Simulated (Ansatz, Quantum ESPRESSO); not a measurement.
## SnO2 (001), rutile: biaxial strain and the free axis

A thin film takes the in-plane lattice of its substrate and is free along the normal. How do the free axis and the stress follow the misfit? The strained cell has c along the film normal; unstrained it is a = 4.7770 Å, b = 4.7770 Å, c = 3.2211 Å, α = 90.00°, β = 90.00°, γ = 90.00°, with 6 atoms.

Calculated with Quantum ESPRESSO 7.5, PBEsol, PseudoDojo 0.4.1 norm-conserving potentials, cutoff 1170 eV, Fermi–Dirac smearing 0.02 eV, k-mesh 6×6×9, no spin polarisation, no spin-orbit coupling.

Relaxed positions at 0 %:

```csv
atom,x,y,z
Sn,0.0000,0.0000,0.0000
Sn,0.5000,0.5000,0.5000
O,0.3064,0.3064,0.0000
O,0.1936,0.8064,0.5000
O,0.6936,0.6936,0.0000
O,0.8064,0.1936,0.5000
```

| ε∥ (%) | a (Å) | c (Å) | ε⊥ (%) | σ (GPa, tension positive) |
| --- | --- | --- | --- | --- |
| −3 | 4.6337 | 3.2982 | 2.394 | −9.38 |
| −2 | 4.6814 | 3.2706 | 1.536 | −6.09 |
| 0 | 4.7770 | 3.2211 | 0.000 | 0.01 |
| 1 | 4.8248 | 3.1993 | −0.676 | 2.77 |
| 2 | 4.8725 | 3.1791 | −1.305 | 5.30 |
| 3 | 4.9203 | 3.1607 | −1.875 | 7.59 |

**Question.** Fit both responses and give the free strain and the stress at −1 %, a row left out above.

Least squares with y = y0 + y1 ε + y2 ε² (ε in %) gives ε⊥ = 0.002 + (−0.7110) ε + (0.0285) ε² and σ = 0.02 + (2.835) ε + (−0.102) ε² GPa. The linear terms put the ratio of free to applied strain at −0.711 and the biaxial modulus at 283 GPa.

At −1 % the free strain comes out as 0.742 %. The run itself gives 0.742 %, so the estimate misses by 0.000 %; the fitted rows themselves lie up to 0.004 % off the law.

The stress comes out as −2.92 GPa. The run itself gives −2.95 GPa, so the estimate misses by 0.03 GPa; the fitted rows themselves lie up to 0.03 GPa off the law.

With c as the unique axis, zero normal stress gives ε⊥/ε∥ = −2C13/C33 for relaxed atoms, so 2C13/C33 is about 0.71.

The negative ε² term means that the crystal stiffens in compression and softens in tension.

The same fit over all rows at other levels or in other programs gives the strain ratio = −0.710 with PBEsol (Ansatz).

[Logs are printed without paths, hosts, clocks, repeated set-up lines and the standing remarks that a program may print on its own settings, such as how far it seeks lower states.]
